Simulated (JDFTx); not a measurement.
The system is GaN.

```
Ga N
1.0
     3.18000    0.00000    0.00000
    -1.59000    2.75396    0.00000
     0.00000    0.00000    5.16600
Ga N
2 2
Direct
  0.66667 0.33333 0.50000
  0.33333 0.66667 0.00000
  0.66667 0.33333 0.87500
  0.33333 0.66667 0.37500
```

Base run:

* Program: JDFTx 1.7.0 (patched build)
* Functional: PBE
* Potentials or basis: PseudoDojo-SR-PBE-0.5-standard with smoothed tails
* Cutoff: 1143 eV
* Density cutoff: 9143 eV
* k mesh: 10 × 10 × 5
* Occupations: fermi-dirac, width 0.05 eV
* Spin: no spin polarisation

Its results: band gap on the k mesh 2.01 eV, direct; pressure 7.5 GPa; largest force 0.137 eV/Å.

Task: The run is repeated on the same cell with these changes: functional from PBE to BLYP. What comes out?

Result: Band gap on the k mesh 2.06 eV, direct; pressure 13.3 GPa; largest force 0.129 eV/Å.

BLYP binds less tightly than PBE, so the same cell stands under more pressure.

Caveats: forces may be off by hundredths of an eV/Å (some runs); the potentials were made for another functional, which shifts forces and pressure (some runs).

